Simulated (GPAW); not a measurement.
# GaN in GPAW: the effect of target pressure

The system is GaN.

```xyz
4
Lattice="3.1800 0.0000 0.0000 -1.5900 2.7540 0.0000 0.0000 0.0000 5.1660" Properties=species:S:1:pos:R:3 pbc="T T T"
Ga    1.5900    0.9180    2.5830
Ga    0.0000    1.8360    0.0000
N     1.5900    0.9180    4.5203
N     0.0000    1.8360    1.9373
```

Alike in all runs:

```yaml
Program: GPAW 26.7.0
Task: relaxation of cell and atoms
Functional: PBEsol
Potentials_or_basis: PAW data sets generated in the run's folder for this functional
Cutoff: 800 eV
Basis: pw
k_mesh: 7 × 7 × 4
Occupations: fermi-dirac, width 0.05 eV
Spin: no spin polarisation
```

Each run relaxes the cell or the atoms first.

```csv
target pressure,target pressure,relaxed volume (Å³/atom),gap on the mesh (eV)
0 GPa,-,11.80,1.75
2 GPa,2 GPa,11.68,1.82
5 GPa,5 GPa,11.52,1.92
10 GPa,10 GPa,11.28,2.07
20 GPa,20 GPa,?,?
30 GPa,30 GPa,10.52,2.55
```

What does the run with target pressure 20 GPa give?

Relaxed volume 10.86 Å³/atom; gap on the mesh 2.33 eV.

Worked out: In Murnaghan's law V^(-B') rises as a straight line in P. The other rows fit best with B' = 4.5, V0 = 11.80 Å³/atom and B0 = 200 GPa, which gives 10.86 Å³/atom at 20 GPa, against the run's 10.86. A parabola through the other rows of the gap on the mesh, of slope 0.0239 eV per GPa there, gives 2.34 eV, against the run's 2.33.

Caveats: the data sets keep Ga 3d, Li 1s and Be 1s frozen, and some such compounds lay over 1.5 % in volume off other programs; later steps reuse the first step's grids.

Runs at the PBE level aren't shown here.
